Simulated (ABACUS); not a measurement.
Set up this calculation in ABACUS 3.10.1, as the native input.

| Quantity | Value |
| --- | --- |
| Task | single point |
| Functional | PBE |
| Potentials or basis | PseudoDojo NC SR 0.4.1 PBE standard |
| Cutoff | 857 eV |
| Density cutoff | 3429 eV |
| Basis | plane waves |
| k mesh | 7 × 7 × 7 |
| Occupations | fermi-dirac, width 0.05 eV |
| Spin | no spin polarisation |
| Radial cutoff of the potentials (pseudo_rcut) | 7 bohr |
| SCF threshold on the density | 1e-08 |
| Max SCF steps | 100 |
| Eigensolver | dav |
| Mixing | broyden |
| Mixing share | 0.7 |
| Symmetry key | 1 |
| Bands | 18 |

Crystal: Pb.

```
CELL_PARAMETERS angstrom
0.00000 3.43900 3.43900
3.43900 0.00000 3.43900
3.43900 3.43900 0.00000
ATOMIC_POSITIONS crystal
Pb 0.25000 0.25000 0.25000
Pb 0.00000 0.00000 0.00000
```

This isn't the form of Pb at room conditions, which is fcc.

These files were run (other wordings do the same):

INPUT

```
INPUT_PARAMETERS
suffix              Pb
calculation         scf
basis_type          pw
pseudo_dir          ./
symmetry            1
dft_functional      pbe
ecutwfc             63
pseudo_rcut         7
nspin               1
nbands              18
ks_solver           dav
smearing_method     fd
smearing_sigma      0.00367493
scf_thr             1e-08
scf_nmax            100
mixing_type         broyden
mixing_beta         0.7
cal_force           1
cal_stress          1
kpar                4
```

STRU

```
ATOMIC_SPECIES
Pb 207.2000 Pb.upf

LATTICE_CONSTANT
1.8897261246

LATTICE_VECTORS
0.0000000000 3.4390000555 3.4390000555
3.4390000555 0.0000000000 3.4390000555
3.4390000555 3.4390000555 0.0000000000

ATOMIC_POSITIONS
Direct

Pb
0.0
2
0.2500000000 0.2500000000 0.2500000000 1 1 1
0.0000000000 0.0000000000 0.0000000000 1 1 1
```

KPT

```
K_POINTS
0
Gamma
7 7 7 0 0 0
```

Potentials or basis: PseudoDojo NC SR 0.4.1 PBE standard, plane waves.

Launch:

```console
$ OMP_NUM_THREADS=1 mpirun -np 4 abacus > log
```

It gave:

```json
{
  "Pressure": "2.4 GPa",
  "Band gap on the k mesh": "none (metal or under the smearing width)"
}
```

Wall time 8.5 s on 4 MPI ranks on Intel(R) Xeon(R) Platinum 8488C (Sapphire Rapids) (shared host), peak memory 0.4 GiB a rank.
